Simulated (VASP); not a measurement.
# S (I4/mmm) in VASP: density of states with optB86b-vdW

Aim: the density of states of S with optB86b-vdW.

Program: VASP 6.6.1. These are calculated values, not measurements. Logs are shortened: lines on timing, memory, paths and dates and some standing lists are left out, and cuts for length are marked.

**1. The undisturbed crystal**

The structure is tetragonal, space group I4/mmm (No. 139). The conventional cell has a = 2.364 Å, b = 2.364 Å, c = 8.803 Å, α = 90.00°, β = 90.00°, γ = 90.00°. Around S (site symmetry 4/mmm) lie 4 S at 2.36 Å.

The cell was built by a generator and needn't be a form met in nature.

**2. Density of states, optB86b-vdW, collinear spin, random start (volume scaled by 0.92)**

run.py reads:

```python
from ase.calculators.vasp import Vasp
from ase.dft.dos import DOS
from ase.io import read

atoms = read('S.xyz')
atoms.set_initial_magnetic_moments([-0.03])
calc = Vasp(
    directory='calc',
    xc='optb86b-vdw',
    pp='PBE',
    setups='recommended',
    prec='Accurate',
    encut=520,
    ediff=1e-06,
    ismear=-1,
    sigma=0.02,
    lreal=False,
    lasph=True,
    nelm=60,
    algo='Normal',
    isif=2,
    lwave=False,
    lcharg=False,
    ispin=2,
    lorbit=11,
    kpts=[16, 16, 16],
    gamma=True,
    nbands=13,
)
atoms.calc = calc

print('energy (eV):', atoms.get_potential_energy())
print('free energy (eV):', atoms.get_potential_energy(force_consistent=True))
print('forces (eV/A):')
print(atoms.get_forces())
print('stress (eV/A^3, Voigt):', atoms.get_stress())
print('Fermi level (eV):', calc.get_fermi_level())
print('moment (muB):', atoms.get_magnetic_moment())
print('site moments (muB):', atoms.get_magnetic_moments())
dos = DOS(calc, width=0.1, window=(-10, 10), npts=201)
print('E - E_F (eV), DOS (1/eV)')
for e, g in zip(dos.get_energies(), dos.get_dos()):
    print(f'{e:8.3f} {g:10.4f}')
```

S.xyz reads:

```xyz
1
Lattice="-1.1494443784 1.1494443784 4.2809177998 1.1494443784 -1.1494443784 4.2809177998 1.1494443784 1.1494443784 -4.2809177998" Properties=species:S:1:pos:R:3 pbc="T T T"
S      0.0000000000      0.0000000000      0.0000000000
```

Potentials or basis: VASP PAW PBE potentials, release 64 (S).

The run is started by

```sh
> python run.py
```

What it wrote:

```text
<dir> UserWarning: vdW has been enabled, however no location for the vdw_kernel.bindat file has been specified. Set ASE_VASP_VDW environment variable to copy the vdW kernel.
  warnings.warn(
energy (eV): -2.13210493
free energy (eV): -2.13225192
forces (eV/A):
[[ 0.  0. -0.]]
stress (eV/A^3, Voigt): [-0.05285201 -0.05285201  0.01423577  0.         -0.         -0.        ]
Fermi level (eV): 3.46431981
moment (muB): 0.0001551
site moments (muB): [0.]
E - E_F (eV), DOS (1/eV)
 -10.000     0.0193
  -9.900     0.0012
  -9.800     0.0402
  -9.700     0.2764
  -9.600     0.2695
  -9.500     0.0372
  -9.400     0.0009
  -9.300     0.0100
  -9.200     0.1091
  -9.100     0.1604
  -9.000     0.0319
  -8.900     0.0009
  -8.800     0.0073
  -8.700     0.1043
  -8.600     0.2747
  -8.500     0.2704
  -8.400     0.1227
  -8.300     0.1070
  -8.200     0.1746
  -8.100     0.1413
  -8.000     0.2936
  -7.900     0.5331
  -7.800     0.5266
  -7.700     0.2005
  -7.600     0.3454
  -7.500     0.1703
  -7.400     0.0758
  -7.300     0.3061
  -7.200     0.4439
  -7.100     0.1857
  -7.000     0.0134
  -6.900     0.0011
  -6.800     0.0536
  -6.700     0.4026
  -6.600     0.4578
  -6.500     0.3230
  -6.400     0.4501
  -6.300     0.2084
  -6.200     0.2841
  -6.100     0.5420
  -6.000     0.5624
  -5.900     0.1877
  -5.800     0.2839
  -5.700     0.3009
  -5.600     0.1616
  -5.500     0.3804
  -5.400     0.5835
  -5.300     0.6405
  -5.200     0.5857
  -5.100     0.3839
  -5.000     0.2750
  -4.900     0.2576
  -4.800     0.4497
  -4.700     0.8203
  -4.600     0.9493
  -4.500     0.8015
  -4.400     0.7516
  -4.300     0.7368
  -4.200     0.5316
  -4.100     0.4631
  -4.000     0.6388
  -3.900     0.4752
  -3.800     0.2903
  -3.700     0.3273
  -3.600     0.7138
  -3.500     0.6897
  -3.400     0.4285
  -3.300     0.3063
  -3.200     0.3124
  -3.100     0.2927
  -3.000     0.4931
  -2.900     0.8350
  -2.800     0.7193
  -2.700     0.5707
  -2.600     0.7637
  -2.500     0.7110
  -2.400     0.6046
  -2.300     0.7730
  -2.200     0.7239
  -2.100     0.7794
  -2.000     0.5136
  -1.900     0.4748
  -1.800     0.4461
  -1.700     0.5140
  -1.600     1.0391
  -1.500     0.9721
  -1.400     0.5808
  -1.300     0.4627
  -1.200     0.7481
  -1.100     0.6329
  -1.000     0.4856
  -0.900     0.4612
  -0.800     0.2933
  -0.700     0.2769
  -0.600     0.4205
  -0.500     0.5198
  -0.400     0.8028
  -0.300     1.0231
  -0.200     0.9537
  -0.100     0.4245
   0.000     0.2226
   0.100     0.2531
   0.200     0.3317
   0.300     0.5959
   0.400     0.4140
   0.500     0.0623
   0.600     0.0533
   0.700     0.2836
   0.800     0.5717
   0.900     0.3920
   1.000     0.3780
   1.100     0.1870
   1.200     0.1238
   1.300     0.4913
   1.400     0.5869
   1.500     0.4610
   1.600     0.2078
   1.700     0.2122
   1.800     0.7484
   1.900     0.6030
   2.000     0.0879
   2.100     0.0021
   2.200     0.0135
   2.300     0.1806
   2.400     0.3388
   2.500     0.0888
   2.600     0.0035
   2.700     0.0203
   2.800     0.2451
   2.900     0.5939
   3.000     0.5825
   3.100     0.3943
   3.200     0.1361
   3.300     0.3224
   3.400     0.3820
   3.500     0.1108
   3.600     0.1402
   3.700     0.3646
   3.800     0.4449
   3.900     0.4613
   4.000     0.3610
   4.100     0.3806
   4.200     0.3123
   4.300     0.1075
   4.400     0.3916
   4.500     0.7374
   4.600     0.4648
   4.700     0.3483
   4.800     0.5243
   4.900     0.8219
   5.000     0.5719
   5.100     0.4302
   5.200     0.7115
   5.300     1.0840
   5.400     0.6115
   5.500     0.4081
   5.600     0.5097
   5.700     0.8294
   5.800     0.9570
   5.900     0.6151
   6.000     0.3928
   6.100     0.5550
   6.200     0.6911
   6.300     0.8759
   6.400     0.6957
   6.500     0.6601
   6.600     0.6482
   6.700     0.9144
   6.800     1.2563
   6.900     1.1399
   7.000     0.7329
   7.100     0.4537
   7.200     0.5948
   7.300     0.7476
   7.400     0.5836
   7.500     0.5266
   7.600     0.6300
   7.700     0.6913
   7.800     0.5675
   7.900     0.4672
   8.000     0.6667
   8.100     0.7717
   8.200     0.7557
   8.300     0.5729
   8.400     0.4877
   8.500     0.5960
   8.600     0.4533
   8.700     0.3819
   8.800     0.7940
   8.900     1.2113
   9.000     0.8933
   9.100     0.4950
   9.200     0.4244
   9.300     0.5075
   9.400     0.5089
   9.500     0.5166
   9.600     0.5728
   9.700     0.4907
   9.800     0.4672
   9.900     0.5265
  10.000     0.5147
```

Wall time 2.7 min (1 thread of Intel Xeon 6975P-C (Granite Rapids), shared host); peak memory 0.58 GiB.

Results:

| Quantity | Value |
| --- | --- |
| Free energy | -2.1323 eV |
| Pressure | 4.9 GPa |
| Band gap on the k mesh | none (metal or under the smearing width) |
| Net moment | 0.00 μB per cell |
| Valence electrons inside the program's atomic spheres | S 3.57 |

States per cell in windows of 0.5 eV (zero at the Fermi level; states under -8 eV left out):
```
from (eV)    up  down  S1_p_down  S1_p_up  S1_s_up  S1_s_down  S1_d_up  S1_d_down
     -8.0  0.09  0.09       0.04     0.04     0.00       0.00     0.00       0.00
     -7.5  0.04  0.04       0.02     0.02     0.00       0.00     0.00       0.00
     -7.0  0.01  0.01       0.01     0.01     0.00       0.00     0.00       0.00
     -6.5  0.08  0.08       0.04     0.04     0.01       0.01     0.00       0.00
     -6.0  0.08  0.08       0.04     0.04     0.00       0.00     0.00       0.00
     -5.5  0.11  0.11       0.06     0.06     0.00       0.00     0.00       0.00
     -5.0  0.11  0.11       0.05     0.05     0.00       0.00     0.00       0.00
     -4.5  0.17  0.17       0.08     0.08     0.01       0.01     0.00       0.00
     -4.0  0.10  0.10       0.05     0.05     0.00       0.00     0.00       0.00
     -3.5  0.12  0.12       0.06     0.06     0.00       0.00     0.00       0.00
     -3.0  0.12  0.12       0.06     0.06     0.01       0.01     0.00       0.00
     -2.5  0.17  0.17       0.09     0.09     0.01       0.01     0.00       0.00
     -2.0  0.12  0.12       0.06     0.06     0.00       0.00     0.00       0.00
     -1.5  0.16  0.16       0.08     0.08     0.01       0.01     0.00       0.00
     -1.0  0.09  0.09       0.05     0.05     0.00       0.00     0.00       0.00
     -0.5  0.17  0.17       0.09     0.09     0.01       0.01     0.00       0.00
      0.0  0.09  0.09       0.05     0.05     0.00       0.00     0.00       0.00
      0.5  0.05  0.05       0.03     0.03     0.00       0.00     0.00       0.00
      1.0  0.09  0.09       0.05     0.05     0.01       0.01     0.00       0.00
      1.5  0.09  0.09       0.05     0.05     0.00       0.00     0.00       0.00
      2.0  0.00  0.00       0.00     0.00     0.00       0.00     0.00       0.00
      2.5  0.04  0.04       0.02     0.02     0.00       0.00     0.00       0.00
      3.0  0.10  0.10       0.06     0.06     0.01       0.01     0.00       0.00
      3.5  0.06  0.06       0.02     0.02     0.00       0.00     0.00       0.00
      4.0  0.07  0.07       0.03     0.03     0.00       0.00     0.00       0.00
      4.5  0.12  0.12       0.06     0.06     0.00       0.00     0.00       0.00
      5.0  0.17  0.17       0.07     0.07     0.00       0.00     0.00       0.00
      5.5  0.15  0.15       0.05     0.05     0.00       0.00     0.00       0.00
      6.0  0.14  0.14       0.04     0.04     0.00       0.00     0.00       0.00
      6.5  0.20  0.20       0.05     0.05     0.00       0.00     0.00       0.00
      7.0  0.13  0.13       0.03     0.03     0.00       0.00     0.00       0.00
      7.5  0.13  0.13       0.03     0.03     0.00       0.00     0.00       0.00
```

Caveat: the PAW data sets were made with another functional, which shifts forces and pressure a little.
